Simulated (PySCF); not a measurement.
Norbornadiene, C7H8.
Numbering: `[CH:1]1=[CH:2][C@@H:3]2[CH:4]=[CH:5][C@H:6]1[CH2:7]2` (hydrogens: H8 on C1; H9 on C2; H10 on C3; H11 on C4; H12 on C5; H13 on C6; H14, H15 on C7)

The same species was optimised twice, with GFN2-xTB and with PBE0-D3(BJ)/def2-SVP (PySCF), and the same property calculations (PySCF, gas phase) were run on both structures.

```json
{"coordinate": "C2–C3 (Å)", "GFN2-xTB": "1.522", "PBE0-D3(BJ)/def2-SVP": "1.535", "change": "+0.013"}
{"coordinate": "C5–C6 (Å)", "GFN2-xTB": "1.522", "PBE0-D3(BJ)/def2-SVP": "1.535", "change": "+0.013"}
{"coordinate": "C3–C4 (Å)", "GFN2-xTB": "1.522", "PBE0-D3(BJ)/def2-SVP": "1.535", "change": "+0.013"}
{"coordinate": "C1–C6 (Å)", "GFN2-xTB": "1.522", "PBE0-D3(BJ)/def2-SVP": "1.535", "change": "+0.013"}
{"coordinate": "C1=C2 (Å)", "GFN2-xTB": "1.324", "PBE0-D3(BJ)/def2-SVP": "1.336", "change": "+0.012"}
{"coordinate": "C4=C5 (Å)", "GFN2-xTB": "1.324", "PBE0-D3(BJ)/def2-SVP": "1.336", "change": "+0.012"}
{"coordinate": "C3–C7 (Å)", "GFN2-xTB": "1.539", "PBE0-D3(BJ)/def2-SVP": "1.548", "change": "+0.009"}
{"coordinate": "C6–C7 (Å)", "GFN2-xTB": "1.540", "PBE0-D3(BJ)/def2-SVP": "1.548", "change": "+0.008"}
{"coordinate": "C1–C6–C5 (°)", "GFN2-xTB": "105.5", "PBE0-D3(BJ)/def2-SVP": "107.3", "change": "+1.8"}
{"coordinate": "C2–C3–C4 (°)", "GFN2-xTB": "105.5", "PBE0-D3(BJ)/def2-SVP": "107.3", "change": "+1.8"}
{"coordinate": "C5–C6–C7 (°)", "GFN2-xTB": "98.8", "PBE0-D3(BJ)/def2-SVP": "98.4", "change": "-0.4"}
{"coordinate": "C2–C3–C7 (°)", "GFN2-xTB": "98.8", "PBE0-D3(BJ)/def2-SVP": "98.5", "change": "-0.3"}
{"coordinate": "C1–C6–C7 (°)", "GFN2-xTB": "98.8", "PBE0-D3(BJ)/def2-SVP": "98.5", "change": "-0.3"}
{"coordinate": "C4–C3–C7 (°)", "GFN2-xTB": "98.8", "PBE0-D3(BJ)/def2-SVP": "98.4", "change": "-0.4"}
{"coordinate": "C3–C4–C5 (°)", "GFN2-xTB": "107.2", "PBE0-D3(BJ)/def2-SVP": "107.0", "change": "-0.2"}
{"coordinate": "C2–C1–C6 (°)", "GFN2-xTB": "107.2", "PBE0-D3(BJ)/def2-SVP": "107.0", "change": "-0.2"}
```

Rotational constants: A = 4331, B = 3719, C = 3291 MHz (GFN2-xTB) against A = 4312, B = 3628, C = 3198 MHz (PBE0-D3(BJ)/def2-SVP). Point groups within 0.08 Å: C2v and C2v.

On the GFN2-xTB structure: HOMO (eV) -6.42 [PBE0/pcSseg-1]; LUMO (eV) -0.27 [PBE0/pcSseg-1]; dipole (D) 0.09 [PBE0/pcSseg-1]; GIAO shielding of C1/C2/C4/C5 (mean) (ppm) 32.9 [PBE0/pcSseg-1]; GIAO shielding of C3/C6 (mean) (ppm) 133.4 [PBE0/pcSseg-1]; GIAO shielding of C7 (ppm) 104.9 [PBE0/pcSseg-1].

Task: What do these properties become on the PBE0-D3(BJ)/def2-SVP structure?

Result: 
| property | level | on GFN2-xTB | on PBE0-D3(BJ)/def2-SVP | change |
| --- | --- | --- | --- | --- |
| HOMO (eV) | PBE0/pcSseg-1 | -6.42 | -6.49 | -0.07 |
| LUMO (eV) | PBE0/pcSseg-1 | -0.27 | -0.31 | -0.04 |
| dipole (D) | PBE0/pcSseg-1 | 0.09 | 0.03 | -0.06 |
| energy, GFN2-xTB geometry as zero (kcal/mol) | PBE0/pcSseg-1 | 0.0 | -0.9 | -0.9 |
| GIAO shielding of C1/C2/C4/C5 (mean) (ppm) | PBE0/pcSseg-1 | 32.9 | 30.1 | -2.8 |
| GIAO shielding of C3/C6 (mean) (ppm) | PBE0/pcSseg-1 | 133.4 | 130.6 | -2.8 |
| GIAO shielding of C7 (ppm) | PBE0/pcSseg-1 | 104.9 | 103.1 | -1.8 |

The heavy atoms differ by 0.021 Å rms after alignment. Among bonds between heavy atoms C1=C2, C1–C6, C2–C3, C3–C4, C4=C5 and C5–C6 change most and about equally (+0.012 to +0.013 Å). Changes are differences of the printed values. Neither structure is proved a minimum here.
